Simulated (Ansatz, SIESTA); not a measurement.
## One calculation of Sb, 4 ways

```
Sb
1.0
     4.52770    0.00000    0.00000
     0.00000    4.42110    0.00000
    -1.32052    0.00000    6.36435
Sb
4
Direct
  0.33993 0.25000 0.68367
  0.93664 0.75000 0.76276
  0.06336 0.25000 0.23724
  0.66007 0.75000 0.31633
```

This isn't the form of Sb at room conditions, which is rhombohedral.

Alike in all runs: task band structure; functional PBEsol; k mesh 6 × 6 × 4; occupations fermi-dirac, width 0.05 eV; no spin polarisation; no spin-orbit coupling. Pressure is positive in compression and, in plane waves, holds the error of the finite cutoff, which Ansatz's Pulay term estimates and takes out.

```csv
program and potentials,plane-wave cutoff (eV),notes,pressure (GPa),largest force (eV/Å)
"Ansatz, Ansatz PAW",420,"potentials made for PBE, which Ansatz adapts in part; 15 valence electrons an atom on average; Pulay term of +0.03 GPa included",-2.36,0.145
"Ansatz, PAW datasets made for the crystal",140,5 valence electrons an atom on average,-2.35,0.145
"SIESTA, files PseudoDojo sr-pbesol-0.4.1-standard, DZP (energy shift 0.003 Ry; two zetas on semicore shells)",-,atomic basis; 15 valence electrons an atom on average,-1.31,0.311
"Ansatz, all-electron LAPW, scalar-relativistic",-,-,-2.34,0.146
```

Force on atom 2 (Sb), eV/Å:

```json
{"program and potentials": "Ansatz, Ansatz PAW", "x": "0.127", "y": "0.000", "z": "-0.068"}
{"program and potentials": "Ansatz, PAW datasets made for the crystal", "x": "0.128", "y": "0.000", "z": "-0.069"}
{"program and potentials": "SIESTA, files PseudoDojo sr-pbesol-0.4.1-standard, DZP (energy shift 0.003 Ry; two zetas on semicore shells)", "x": "-0.005", "y": "0.000", "z": "0.214"}
{"program and potentials": "Ansatz, all-electron LAPW, scalar-relativistic", "x": "0.128", "y": "0.000", "z": "-0.069"}
```

The pressure spans -2.36 (Ansatz, Ansatz PAW) to -1.31 GPa (SIESTA, files PseudoDojo sr-pbesol-0.4.1-standard, DZP (energy shift 0.003 Ry; two zetas on semicore shells)), with all-electron results at -2.34. Rows in atomic bases carry the error of their basis and grid, which can be large.

The functional is the same throughout but for its coding, so the spread measures potentials, basis and numerics; runs on potential files found faulty are left out.
